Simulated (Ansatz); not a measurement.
**Pt(111) with 4 layers of random Pt-Os, 2x2: scattering by chemical disorder**

Aim: the residual resistivity of a random alloy, from Pt(111) with 4 layers of random Pt-Os, 2x2 and longer regions.

Method: Ansatz plane-wave DFT, PBE, PAW files; ballistic transport by layer matching (Landauer), zero bias; PAW set soft_1, in Ansatz 0.2.0.

Most raw output is cut from this account.

## (1) The starting structure

The cell holds 40 atoms: 36 Pt and 4 Os. Its edges and angles: a = 5.546 Å, b = 5.546 Å, c = 22.699 Å, α = 93.5°, β = 86.5°, γ = 120.0°. It derives from Pt. Regions: lead, 24 atoms (24 Pt); scattering region, 16 atoms (4 Os and 12 Pt). The structure is stacked along c, and the current runs across the ab planes.

## (2) With 4 alloy layers

In 4 layers a share of 0.25 of the sites is given to Os at random. The layers about the cell's end stay perfect and serve as the lead. Disorder leaves little or no symmetry, which makes such runs dear. Energies from -0.05 to 0.05 eV in steps of 0.05 eV are too few for the program's thermal sum, so it prints no conductance; for a metal the transmission near the Fermi level serves, at a fraction of the cost.

input.yaml

```yaml
crystal:
  lattice:
    - [5.5462627489, 0.0, 0.0]
    - [-2.7731313745, 4.8032044366, 0.0]
    - [1.3865656872, -0.8005340728, 22.6425228571]
  atoms:
    - { symbol: Pt, position: [0.9916666667, 0.0083333333, 0.05] }
    - { symbol: Pt, position: [0.9916666667, 0.5083333333, 0.05] }
    - { symbol: Pt, position: [0.4916666667, 0.0083333333, 0.05] }
    - { symbol: Pt, position: [0.4916666667, 0.5083333333, 0.05] }
    - { symbol: Pt, position: [0.1416666667, 0.3583333333, 0.15] }
    - { symbol: Pt, position: [0.1416666667, 0.8583333333, 0.15] }
    - { symbol: Pt, position: [0.6416666667, 0.3583333333, 0.15] }
    - { symbol: Pt, position: [0.6416666667, 0.8583333333, 0.15] }
[... 28 atom lines left out ...]
    - { symbol: Pt, position: [0.8416666667, 0.1583333333, 0.95] }
    - { symbol: Pt, position: [0.8416666667, 0.6583333333, 0.95] }
    - { symbol: Pt, position: [0.3416666667, 0.1583333333, 0.95] }
    - { symbol: Pt, position: [0.3416666667, 0.6583333333, 0.95] }
kpoints:
  mp_grid: { grid: [5, 5, 1] }
hamiltonian:
  xc: pbe
  pseudopotentials: { kind: paw, azcp: { folder: soft_1 } }
scf:
  occupations: { method: fermi_dirac, width: 0.1 }
output:
  transmission:
    leads: [[0, 4]]
    kmesh: [10, 10]
    e_range: [-0.05, 0.05]
    de: 0.05
  write_potential: true
  write_density: true
  volumetric_format: npy
```

On the command line:

```bash
$ ansatz run input.yaml --threads 4 --pin off --max-ram 15360MiB --backend cpu --events-out ev --progress --plain --runs-dir out
```

It took 6 min on 4 threads of Arm Neoverse V1, shared host; peak memory 5.2 GiB; 22 min of CPU time.

Numbers from this step:

- free energy: -496431.2056 eV
- energy at zero smearing: -496430.2259 eV
- Fermi energy: 23.54 eV
- cell area: 26.64 Å²
- transmission per spin nearest the Fermi level: 2.964
- open channels per spin nearest the Fermi level: 6.89
- step of the lead's potential: 19.5 meV

Per spin. The transmission, zone mean by energy, zero at the Fermi level:

```csv
energy (eV),"transmission, zone mean"
-0.0500,3.10
0.0000,2.96
0.0500,2.88
```

Per spin. Table of open channels, zone mean, lead by energy, zero at the Fermi level:

```csv
energy (eV),"open channels, zone mean, lead"
-0.0500,7.06
0.0000,6.89
0.0500,6.27
```

Transmission over k1 and k2. At 0.0000 eV from the Fermi level.

Ten even steps from '0' (0.79) to '9' (4.11):
```
9977799402
3796687500
3767296854
9762773679
7989757989
9976377267
3458692767
3005786697
9204997779
6933979339
```
Columns: k1 (b1) from -0.5 to 0.4; rows upwards: k2 (b2) from -0.5 to 0.4.

Open channels over k1 and k2. At 0.0000 eV from the Fermi level.

Ten even steps from '0' (3.0) to '9' (10.0):
```
9754579101
4574475400
4448184441
9541881459
9778828877
9954188145
4144481844
4004574475
9101975457
9944999449
```
Columns: k1 (b1) from -0.5 to 0.4; rows upwards: k2 (b2) from -0.5 to 0.4.

Over the solved energies the transmission per spin lies between 2.88 and 3.10, out of 6.74 channels of the lead on average (up to 7.06).

## (3) With 8 alloy layers

In 8 layers a share of 0.25 of the sites is given to Os at random. A fresh draw is used; the growth of the resistance with length is what counts.

System of this step: Pt(111) with 8 layers of random Pt-Os, 2x2. The cell holds 56 atoms: 48 Pt and 8 Os. Cell: a = 5.546 Å, b = 5.546 Å, c = 31.740 Å, α = 87.5°, β = 92.5°, γ = 120.0°. It derives from Pt. Regions: lead, 24 atoms (24 Pt); scattering region, 32 atoms (24 Pt and 8 Os). The structure is stacked along c, and the current runs across the ab planes.

input.yaml

```yaml
crystal:
  lattice:
    - [5.5462627489, 0.0, 0.0]
    - [-2.7731313745, 4.8032044366, 0.0]
    - [-1.3865656872, 0.8005340728, 31.6995319999]
  atoms:
    - { symbol: Pt, position: [0.005952381, 0.994047619, 0.0357142857] }
    - { symbol: Pt, position: [0.005952381, 0.494047619, 0.0357142857] }
    - { symbol: Pt, position: [0.505952381, 0.994047619, 0.0357142857] }
    - { symbol: Pt, position: [0.505952381, 0.494047619, 0.0357142857] }
    - { symbol: Pt, position: [0.1845238095, 0.3154761905, 0.1071428571] }
    - { symbol: Pt, position: [0.1845238095, 0.8154761905, 0.1071428571] }
    - { symbol: Pt, position: [0.6845238095, 0.3154761905, 0.1071428571] }
    - { symbol: Pt, position: [0.6845238095, 0.8154761905, 0.1071428571] }
[... 44 atom lines left out ...]
    - { symbol: Pt, position: [0.3273809524, 0.1726190476, 0.9642857143] }
    - { symbol: Pt, position: [0.3273809524, 0.6726190476, 0.9642857143] }
    - { symbol: Pt, position: [0.8273809524, 0.1726190476, 0.9642857143] }
    - { symbol: Pt, position: [0.8273809524, 0.6726190476, 0.9642857143] }
kpoints:
  mp_grid: { grid: [5, 5, 1] }
hamiltonian:
  xc: pbe
  pseudopotentials: { kind: paw, azcp: { folder: soft_1 } }
scf:
  occupations: { method: fermi_dirac, width: 0.1 }
output:
  transmission:
    leads: [[0, 4]]
    kmesh: [10, 10]
    e_range: [-0.05, 0.05]
    de: 0.05
  write_potential: true
  write_density: true
  volumetric_format: npy
```

Wall time 16 min (4 threads); peak memory 9.6 GiB.

Numbers from this step:

| Property | Result |
| --- | --- |
| free energy | -692270.5165 eV |
| energy at zero smearing | -692269.2029 eV |
| Fermi energy | 23.56 eV |
| transmission per spin nearest the Fermi level | 2.183 |
| open channels per spin nearest the Fermi level | 7.01 |
| step of the lead's potential | 5.6 meV |

Per spin. Table of transmission, zone mean by energy, zero at the Fermi level:

```
energy (eV)  transmission, zone mean
    -0.0500                     2.34
     0.0000                     2.18
     0.0500                     2.10
```

Over the solved energies the transmission per spin lies between 2.10 and 2.34, out of 6.79 channels of the lead on average (up to 7.04).

## (4) With 12 alloy layers

In 12 layers a share of 0.25 of the sites is given to Os at random. A fresh draw is used; the growth of the resistance with length is what counts.

System of this step: Pt(111) with 12 layers of random Pt-Os, 2x2. The cell holds 72 atoms: 60 Pt and 12 Os. Its edges and angles: a = 5.546 Å, b = 5.546 Å, c = 40.757 Å, α = 90.0°, β = 90.0°, γ = 120.0°. It derives from Pt. Regions: lead, 24 atoms (24 Pt); scattering region, 48 atoms (36 Pt and 12 Os). The structure is stacked along c, and the current runs across the ab planes.

input.yaml

```yaml
crystal:
  lattice:
    - [5.5462627489, 0.0, 0.0]
    - [-2.7731313745, 4.8032044366, 0.0]
    - [0.0, 0.0, 40.7565411427]
  atoms:
    - { symbol: Pt, position: [0.0, 0.0, 0.0277777778] }
    - { symbol: Pt, position: [0.0, 0.5, 0.0277777778] }
    - { symbol: Pt, position: [0.5, 0.0, 0.0277777778] }
    - { symbol: Pt, position: [0.5, 0.5, 0.0277777778] }
    - { symbol: Pt, position: [0.1666666667, 0.3333333333, 0.0833333333] }
    - { symbol: Pt, position: [0.1666666667, 0.8333333333, 0.0833333333] }
    - { symbol: Pt, position: [0.6666666667, 0.3333333333, 0.0833333333] }
    - { symbol: Pt, position: [0.6666666667, 0.8333333333, 0.0833333333] }
[... 60 atom lines left out ...]
    - { symbol: Pt, position: [0.3333333333, 0.1666666667, 0.9722222222] }
    - { symbol: Pt, position: [0.3333333333, 0.6666666667, 0.9722222222] }
    - { symbol: Pt, position: [0.8333333333, 0.1666666667, 0.9722222222] }
    - { symbol: Pt, position: [0.8333333333, 0.6666666667, 0.9722222222] }
kpoints:
  mp_grid: { grid: [5, 5, 1] }
hamiltonian:
  xc: pbe
  pseudopotentials: { kind: paw, azcp: { folder: soft_1 } }
scf:
  occupations: { method: fermi_dirac, width: 0.1 }
output:
  transmission:
    leads: [[0, 4]]
    kmesh: [10, 10]
    e_range: [-0.05, 0.05]
    de: 0.05
  write_potential: true
  write_density: true
  volumetric_format: npy
```

Run time: 29 min. Hardware: 4 threads; peak memory 8.4 GiB; 1.8 h of CPU time.

This step gave:

```
free energy                                    : -888108.7624 eV
energy at zero smearing                        : -888107.0943 eV
Fermi energy                                   : 23.58 eV
transmission per spin nearest the Fermi level  : 1.792
open channels per spin nearest the Fermi level : 6.89
step of the lead's potential                   : 5.1 meV
```

Per spin. Transmission, zone mean against energy, zero at the Fermi level:

```
energy (eV)  transmission, zone mean
    -0.0500                     1.90
     0.0000                     1.79
     0.0500                     1.66
```

Over the solved energies the transmission per spin lies between 1.66 and 1.90, out of 6.71 channels of the lead on average (up to 7.04).

## (5) Resistance against length

This step: Ansatz plane-wave DFT, PBE, PAW files; ballistic transport by layer matching (Landauer), zero bias; residual resistivity from the slope of the area resistance, atoms on the host's lattice; PAW set soft_1 (Ansatz 0.2.0).

This step gave:

| Quantity | Value |
| --- | --- |
| resistivity | 42.65 µΩ cm |
| intercept | 0.2645 fΩ m² |
| scatter about the fit | 0.009665 fΩ m² |

Resistance, by row:

```csv
run,length (Å),T,channels N,RA (fΩ m²)
n4,9.057,2.979,6.74,0.6439
n8,18.11,2.209,6.793,1.051
n12,27.17,1.783,6.713,1.416
```

The area resistance by length of the alloy:

```
length of the alloy (Å)  area resistance (fΩ m²)
                   9.06                    0.644
                  18.11                     1.05
                  27.17                     1.42
```

The area resistance goes from 0.64 to 1.4 fΩ m² between 9.1 and 27.2 Å, a slope of 43 µΩ cm.

By hand from the end points: (1.416 − 0.6439) fΩ m² / (27.17 − 9.06) Å = 43 µΩ cm, since 1 fΩ m² per Å is 1000 µΩ cm.

## (6) Outcome

- resistivity from the slope: 42.6 µΩ cm
- area resistance over 9.06 Å: 0.644 fΩ m²
- area resistance over 18.1 Å: 1.05 fΩ m²
- area resistance over 27.2 Å: 1.42 fΩ m²

What this shows: The slope gives 43 µΩ cm. The points scatter by 0.0097 fΩ m² about the line, with one random draw a length in a 2x2 cell, so the slope is a rough value. The lead's own channel count moves between the runs (6.74, 6.79 and 6.71), which shifts RA and the slope too. Read with a model of isotropic scattering on a spherical Fermi surface and the lead's 2.0×10¹⁵ S/m², this slope means a mean free path near 9.0 Å; over these lengths the model's slope is within 3 % of its bulk resistivity. The atoms sit on the host's lattice, so scattering by size misfit is left out. Spin-orbit coupling is left out, which matters for Os and Pt.

[Logs are printed without paths, hosts, clocks, repeated set-up lines and the standing remarks that a program may print on its own settings, such as how far it seeks lower states.]

[Hosts, paths, dates, database ids (printed as entryN), source tags and the programs' standing remarks are cut or masked in the printed files.]
